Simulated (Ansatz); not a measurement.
Property card for SnSe$_{2}$

Theory: Ansatz, DFT PBEsol, scalar-relativistic, plane waves, PAW.

Settings: cutoff 420 eV, Γ-centred mesh 12×12×6 on the computed 3-atom cell, Gaussian smearing of 0.02 eV; no spin polarisation.

The structure is relaxed at this level of theory with its symmetry kept.

```cif
data_structure
_symmetry_space_group_name_H-M 'P-3m1'
_symmetry_Int_Tables_number 164
_cell_length_a 3.8191
_cell_length_b 3.8191
_cell_length_c 6.1488
_cell_angle_alpha 90.000
_cell_angle_beta 90.000
_cell_angle_gamma 120.000
_cell_volume 77.67
loop_
_atom_site_label
_atom_site_type_symbol
_atom_site_symmetry_multiplicity
_atom_site_Wyckoff_symbol
_atom_site_fract_x
_atom_site_fract_y
_atom_site_fract_z
_atom_site_occupancy
Sn1 Sn 1 a 0.00000 0.00000 0.00000 1
Se1 Se 2 d 0.33333 0.66667 0.25803 1
```

```json
{
  "Space group": "P-3m1 (No. 164)",
  "Volume per atom": "25.89 Å³",
  "Formation energy from the elements' standard states (uncorrected)": "-0.342 eV/atom",
  "Kohn–Sham band gap": "0.46 eV, indirect from (-0.081, 0.161, 0.000) to (0.000, 0.451, 0.344)",
  "Löwdin character of the top 1 eV of the valence band": "Se 4p 94 %",
  "Löwdin character of the lowest 1 eV of the conduction band": "Se 4p 61 %, Sn 5s 31 %, unprojected 5 %",
  "Electron masses at the edge by Cartesian direction of the standard setting (m_e; degenerate bands sorted by energy; no spin-orbit coupling)": "x: 0.18; y: 0.61; z: 0.28",
  "Hole masses at the edge by Cartesian direction of the standard setting (m_e; degenerate bands sorted by energy; no spin-orbit coupling)": "x: 1.3; y: 1.5; z: 0.39",
  "Bader charges (e)": "Sn (1 in the cell) 1.20, Se (2 in the cell) -0.60"
}
```

Each cell of SnSe2 holds layers, and where no dispersion correction was added their binding is poorly described.